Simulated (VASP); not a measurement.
Set up this calculation in VASP 6.6.1, as the native input.

- Task: relaxation of cell and atoms
- Functional: PBE
- Potentials or basis: VASP PAW PBE potentials, release 64 (Zn, S)
- Cutoff: 520 eV
- k mesh: 9 × 9 × 9
- Occupations: gaussian, width 0.1 eV
- Spin: no spin polarisation
- Further INCAR settings: ALGO = Normal; EDIFF = 1e-06; IBRION = 2; EDIFFG = -0.01; NSW = 90; ISIF = 3

The structure of ZnS lies in POSCAR:

```
ZnS
1.0
    0.0000000000      2.7020000000      2.7020000000
    2.7020000000      0.0000000000      2.7020000000
    2.7020000000      2.7020000000      0.0000000000
Zn S
1 1
Direct
    0.7500000000      0.7500000000      0.7500000000
    0.0000000000      0.0000000000      0.0000000000
```

These files were run (other wordings do the same):

INCAR

```
  ALGO = Normal
  EDIFF = 1E-6
  EDIFFG = -0.01
  ENCUT = 520
  GGA = PE
  IBRION = 2
  ISIF = 3
  ISMEAR = 0
  LASPH = True
  LCHARG = False
  LREAL = False
  LWAVE = False
  NELM = 120
  NSW = 90
  PREC = Accurate
  SIGMA = 0.1
```

KPOINTS

```
k-points
0
Gamma
  9 9 9
```

Potentials or basis: VASP PAW PBE potentials, release 64 (Zn, S).

Launch:

```console
$ cat potpaw_PBE.64/Zn/POTCAR potpaw_PBE.64/S/POTCAR > POTCAR
$ mpirun -np 1 vasp_std > vasp.out
```

Results of the run:

```
Relaxed volume                         : 20.20 Å³/atom
Relaxed cell                           : a = 3.852 Å, b = 3.852 Å, c = 3.852 Å, α = 60.00°, β = 60.00°, γ = 60.00°
Space group after relaxing (to 0.05 Å) : F-43m (No. 216)
Energy gained by relaxing              : 2.5 meV/atom
Ionic steps                            : 3
Pressure after relaxing                : 0.1 GPa
Band gap on the k mesh                 : 2.01 eV, direct
```

It took 21 s on 1 thread of Intel(R) Xeon(R) Platinum 8488C (Sapphire Rapids), on a shared host, peak memory 0.16 GiB.
